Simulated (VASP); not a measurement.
Wanted: the native input for a VASP 6.6.1 run.

```
Task                   : band structure
Functional             : PBE
Potentials or basis    : VASP PAW PBE potentials, release 64 (In_d, P)
Cutoff                 : 520 eV
k mesh                 : 4 × 4 × 4
Occupations            : gaussian, width 0.02 eV
Spin                   : no spin polarisation
Further INCAR settings : ALGO = Fast; EDIFF = 1e-07; NBANDS = 16
```

The system is InP.

```
CELL_PARAMETERS angstrom
0.00000 2.98109 2.98109
2.98109 0.00000 2.98109
2.98109 2.98109 0.00000
ATOMIC_POSITIONS crystal
In 0.00000 0.00000 0.00000
P 0.25000 0.25000 0.25000
```

These files were run (other wordings do the same):

POSCAR

```
InP                                     
1.0
    0.0000000000      2.9810863768      2.9810863768
    2.9810863768      0.0000000000      2.9810863768
    2.9810863768      2.9810863768      0.0000000000
  In              P             
     1     1
Direct
     0.0000000000000000    0.0000000000000000    0.0000000000000000
     0.2500000000000000    0.2500000000000000    0.2500000000000000
```

INCAR.step1

```
SYSTEM = InP
PREC = Accurate
ENCUT = 520
EDIFF = 1E-7
ISMEAR = 0
SIGMA = 0.02
LREAL = .FALSE.
LASPH = .TRUE.
NELM = 80
ALGO = Fast
ISIF = 2
LWAVE = .FALSE.
LCHARG = .TRUE.
GGA = PE
NBANDS = 16
```

KPOINTS.step1

```
Automatic mesh
0
G
  4 4 4
  0 0 0
```

INCAR.step2

```
SYSTEM = InP
PREC = Accurate
ENCUT = 520
EDIFF = 1E-7
ISMEAR = 0
SIGMA = 0.05
LREAL = .FALSE.
LASPH = .TRUE.
NELM = 80
ALGO = Fast
ISIF = 2
LWAVE = .FALSE.
LCHARG = .FALSE.
GGA = PE
NBANDS = 16
ICHARG = 11
```

KPOINTS.step2

```
path GXWKGLUWLK,UX
10
line-mode
reciprocal
 0.0000000000  0.0000000000  0.0000000000  G
 0.5000000000  0.0000000000  0.5000000000  X

 0.5000000000  0.0000000000  0.5000000000  X
 0.5000000000  0.2500000000  0.7500000000  W

 0.5000000000  0.2500000000  0.7500000000  W
 0.3750000000  0.3750000000  0.7500000000  K

 0.3750000000  0.3750000000  0.7500000000  K
 0.0000000000  0.0000000000  0.0000000000  G

 0.0000000000  0.0000000000  0.0000000000  G
 0.5000000000  0.5000000000  0.5000000000  L

 0.5000000000  0.5000000000  0.5000000000  L
 0.6250000000  0.2500000000  0.6250000000  U

 0.6250000000  0.2500000000  0.6250000000  U
 0.5000000000  0.2500000000  0.7500000000  W

 0.5000000000  0.2500000000  0.7500000000  W
 0.5000000000  0.5000000000  0.5000000000  L

 0.5000000000  0.5000000000  0.5000000000  L
 0.3750000000  0.3750000000  0.7500000000  K

 0.6250000000  0.2500000000  0.6250000000  U
 0.5000000000  0.0000000000  0.5000000000  X
```

Potentials or basis: VASP PAW PBE potentials, release 64 (In_d, P).

Command:

```console
$ cat potpaw_PBE.64/In_d/POTCAR potpaw_PBE.64/P/POTCAR > POTCAR
$ cp INCAR.step1 INCAR
$ cp KPOINTS.step1 KPOINTS
$ mpirun -np 1 vasp_std > vasp.out
$ cp INCAR.step2 INCAR
$ cp KPOINTS.step2 KPOINTS
$ mpirun -np 1 vasp_std > vasp.out
```

It gave:

```json
{
  "Band gap on the k mesh": "0.42 eV, direct",
  "Band gap along the path": "0.42 eV, direct"
}
```

Caveat: the k mesh is coarse (spacing up to 0.46 Å⁻¹), so the values aren't converged; the log is that of the step along the path at fixed density, whose energy, stress, charges and moments have no meaning; spin-orbit coupling is left out, which moves the levels of the heavy elements.

Run time: 34 s on 1 thread of Intel(R) Xeon(R) Platinum 8488C (Sapphire Rapids) (shared host), peak memory 0.22 GiB.
